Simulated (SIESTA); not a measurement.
## AlN under changes of volume

One of the cells (10.660 Å³/atom); the others are scaled copies at fixed shape and fractional positions:

```
Al N
1.0
     3.13362    0.00000    0.00000
    -1.56681    2.71379    0.00000
     0.00000    0.00000    5.01399
Al N
2 2
Direct
  0.66667 0.33333 0.50000
  0.33333 0.66667 0.00000
  0.66667 0.33333 0.88000
  0.33333 0.66667 0.38000
```

| Property | Result |
| --- | --- |
| Program | SIESTA 5.4.2 |
| Functional | PBE |
| Potentials or basis | PseudoDojo 0.4 standard (PBE files) |
| Basis | DZP (energy shift 0.003 Ry) |
| Grid cutoff | 800 Ry |
| Energy shift | 0.003 Ry |
| k mesh | 10 × 10 × 6 |
| Occupations | fermi-dirac, width 0.05 eV |
| Spin | no spin polarisation |

```csv
volume (Å³/atom),energy over the lowest point (meV/atom),pressure (GPa),gap on the mesh (eV),largest force (eV/Å)
9.824,51.43,19.8,4.94,0.185
10.033,29.14,14.5,4.73,0.167
10.242,13.52,9.6,4.53,0.150
10.660,0.00,1.1,4.16,0.119
10.869,?,?,?,?
11.078,6.61,-5.9,3.81,0.090
```

Question: What does the run at 10.869 Å³/atom give?

Answer: Energy over the lowest point 1.03 meV/atom; pressure -2.6 GPa; gap on the mesh 3.98 eV; largest force 0.104 eV/Å.

Worked out: A Birch-Murnaghan fit of order 3 (a polynomial in V^(-2/3)) to the other rows has its minimum at 10.72 Å³/atom with B0 = V·E''(V) = 192 GPa and B' = 3.9 at fixed shape and positions, which overstates the stiffness. It gives 1.02 meV/atom at 10.869 Å³/atom, against the run's 1.03, and -dE/dV = -2.6 GPa, against -2.6. A straight line through the other rows of the gap, of slope -9.38 eV per unit of ln V (its deformation potential), gives 3.98 eV, against the run's 3.98.

Energies are extrapolated to zero smearing.

Caveats: the basis of atomic orbitals isn't converged, which shifts pressures, moduli and gaps.

A mesh can miss the band edges.
